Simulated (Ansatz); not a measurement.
## Band structure of Tl

```
CELL_PARAMETERS angstrom
0.00000 2.16500 2.16500
2.16500 0.00000 2.16500
2.16500 2.16500 0.00000
ATOMIC_POSITIONS crystal
Tl 0.00000 0.00000 0.00000
```

The cell comes from COD entry 2300517, which wasn't checked; take it as a given geometry.

No spin–orbit coupling, which matters for the heavy atoms here.

These are results of DFT, PBE, all-electron LAPW, scalar-relativistic in Ansatz 0.2.0, not measurements.

Sampling and basis: a Γ-centred 16×16×16 k mesh, Fermi–Dirac smearing of 0.05 eV, basis error target 1 meV/atom, no spin polarisation.

Points in fractions of the reciprocal vectors of this cell: Γ (0, 0, 0), X (0.5, 0, 0.5), U (0.625, 0.25, 0.625), K (0.375, 0.375, 0.75), L (0.5, 0.5, 0.5), W (0.5, 0.25, 0.75). The path joins them by straight lines in the order Γ–X–U–K–Γ–L–W–X; legs that retrace an earlier one aren't tabulated. Energies are in eV from the Fermi level.

Problem. Metal or insulator at this level of theory?

Solution. No gap opens: metallic or semimetallic.

Problem. Tabulate bands 14 to 20, counted from the lowest band of the run, along the path.

Solution. 
| k (1/Å) | point | band 14 | band 15 | band 16 | band 17 | band 18 | band 19 | band 20 |
| --- | --- | --- | --- | --- | --- | --- | --- | --- |
| 0.00 | Γ | -12.62 | -12.62 | -11.98 | -11.98 | 10.88 | 12.84 | 12.84 |
| 0.21 |  | -12.57 | -12.57 | -12.02 | -11.96 | 10.88 | 12.12 | 12.17 |
| 0.41 |  | -12.41 | -12.41 | -11.96 | -11.89 | 10.57 | 10.57 | 10.88 |
| 0.62 |  | -12.17 | -12.17 | -11.79 | -11.08 | 8.73 | 8.73 | 9.41 |
| 0.83 |  | -11.87 | -11.87 | -11.67 | -9.64 | 6.40 | 7.03 | 7.03 |
| 1.04 |  | -11.59 | -11.59 | -11.57 | -7.80 | 3.05 | 5.67 | 5.67 |
| 1.24 |  | -11.50 | -11.37 | -11.37 | -5.59 | -0.11 | 4.79 | 4.79 |
| 1.45 | X | -11.47 | -11.29 | -11.29 | -3.32 | -2.70 | 4.49 | 4.49 |
| 1.52 |  | -11.48 | -11.31 | -11.30 | -3.27 | -2.70 | 4.28 | 4.53 |
| 1.60 |  | -11.50 | -11.36 | -11.31 | -3.14 | -2.71 | 3.75 | 4.63 |
| 1.67 |  | -11.54 | -11.44 | -11.33 | -2.93 | -2.72 | 3.04 | 4.81 |
| 1.74 |  | -11.59 | -11.54 | -11.35 | -2.75 | -2.65 | 2.28 | 5.06 |
| 1.82 |  | -11.66 | -11.65 | -11.39 | -2.82 | -2.30 | 1.54 | 5.38 |
| 1.89 |  | -11.79 | -11.71 | -11.43 | -2.96 | -1.88 | 0.88 | 5.75 |
| 1.96 | U | -11.93 | -11.78 | -11.48 | -3.21 | -1.42 | 0.38 | 6.18 |
| 2.09 |  | -12.05 | -11.83 | -11.47 | -3.41 | -1.22 | 0.44 | 5.85 |
| 2.22 |  | -12.25 | -11.88 | -11.43 | -3.58 | -1.24 | 1.00 | 4.93 |
| 2.34 |  | -12.41 | -11.92 | -11.41 | -3.67 | -1.30 | 1.64 | 4.11 |
| 2.47 |  | -12.41 | -11.92 | -11.41 | -3.67 | -1.30 | 1.64 | 4.11 |
| 2.60 |  | -12.25 | -11.88 | -11.43 | -3.58 | -1.24 | 1.00 | 4.93 |
| 2.73 |  | -12.05 | -11.83 | -11.47 | -3.41 | -1.22 | 0.44 | 5.85 |
| 2.85 | K | -11.93 | -11.78 | -11.48 | -3.21 | -1.42 | 0.38 | 6.18 |
| 3.07 |  | -12.30 | -11.98 | -11.65 | -4.80 | 0.09 | 0.25 | 7.77 |
| 3.29 |  | -12.14 | -12.13 | -11.86 | -6.94 | 1.15 | 2.23 | 9.73 |
| 3.51 |  | -12.19 | -12.09 | -12.04 | -8.95 | 3.03 | 4.44 | 11.77 |
| 3.73 |  | -12.30 | -12.16 | -12.07 | -10.62 | 5.51 | 6.79 | 13.09 |
| 3.95 |  | -12.47 | -12.20 | -12.09 | -11.74 | 8.36 | 9.11 | 12.59 |
| 4.17 |  | -12.58 | -12.55 | -12.01 | -11.97 | 10.71 | 11.20 | 12.32 |
| 4.39 | Γ | -12.62 | -12.62 | -11.98 | -11.98 | 10.88 | 12.84 | 12.84 |
| 4.57 |  | -12.59 | -12.59 | -11.99 | -11.99 | 10.71 | 11.65 | 12.82 |
| 4.75 |  | -12.52 | -12.34 | -11.99 | -11.99 | 8.47 | 11.39 | 12.69 |
| 4.93 |  | -12.48 | -11.93 | -11.93 | -11.53 | 5.55 | 11.42 | 12.33 |
| 5.11 |  | -12.50 | -11.79 | -11.79 | -10.37 | 2.64 | 11.16 | 11.73 |
| 5.29 |  | -12.55 | -11.62 | -11.62 | -8.90 | -0.13 | 10.75 | 11.08 |
| 5.47 |  | -12.59 | -11.49 | -11.49 | -7.12 | -2.70 | 10.44 | 10.59 |
| 5.65 | L | -12.61 | -11.44 | -11.44 | -5.25 | -4.84 | 10.33 | 10.41 |
| 5.80 |  | -12.57 | -11.51 | -11.44 | -5.21 | -4.67 | 9.60 | 9.87 |
| 5.94 |  | -12.46 | -11.69 | -11.46 | -5.07 | -4.20 | 7.86 | 8.69 |
| 6.09 |  | -12.28 | -11.93 | -11.47 | -4.82 | -3.49 | 5.90 | 7.25 |
| 6.23 |  | -12.18 | -12.08 | -11.47 | -4.42 | -2.59 | 3.95 | 5.75 |
| 6.38 |  | -12.39 | -11.94 | -11.42 | -3.85 | -1.58 | 2.17 | 4.30 |
| 6.53 |  | -12.54 | -11.90 | -11.34 | -3.17 | -0.55 | 0.72 | 3.01 |
| 6.67 | W | -12.59 | -11.90 | -11.29 | -2.76 | 0.04 | 0.04 | 2.34 |
| 6.78 |  | -12.35 | -11.87 | -11.29 | -2.75 | -0.72 | 0.84 | 2.41 |
| 6.88 |  | -12.10 | -11.79 | -11.29 | -2.75 | -1.43 | 1.66 | 2.62 |
| 6.99 |  | -11.86 | -11.69 | -11.29 | -2.73 | -2.05 | 2.46 | 2.96 |
| 7.09 |  | -11.64 | -11.60 | -11.29 | -2.72 | -2.58 | 3.22 | 3.41 |
| 7.19 |  | -11.53 | -11.46 | -11.29 | -2.98 | -2.71 | 3.87 | 3.89 |
| 7.30 |  | -11.49 | -11.34 | -11.29 | -3.23 | -2.70 | 4.31 | 4.32 |
| 7.40 | X | -11.47 | -11.29 | -11.29 | -3.32 | -2.70 | 4.49 | 4.49 |
